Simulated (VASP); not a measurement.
Crystal: Mo.

```
Mo
1.0
    -1.58381    1.58381    1.58381
     1.58381   -1.58381    1.58381
     1.58381    1.58381   -1.58381
Mo
1
Cartesian
  0.0000 0.0000 0.0000
```

Base run:

- Program: VASP 6.6.1
- Functional: LDA
- Potentials or basis: VASP PAW LDA potentials, release 64 (Mo_pv)
- Cutoff: 520 eV
- k mesh: 12 × 12 × 12
- Occupations: gaussian, width 0.02 eV
- Spin: no spin polarisation

Its results: band gap on the k mesh none (metal or under the smearing width); pressure -14.0 GPa.

Problem. The run is repeated on the same cell with these changes: potentials or basis from VASP PAW LDA potentials, release 64 (Mo_pv) to VASP PAW LDA potentials, release 54 (Mo_sv); further incar settings from ALGO = Normal; EDIFF = 1e-06 to ALGO = Fast; EDIFF = 1e-06; valence electrons from 12 to 14. What comes out?

Solution. Band gap on the k mesh none (metal or under the smearing width); pressure -13.1 GPa.

Not every run made on this cell is shown here.
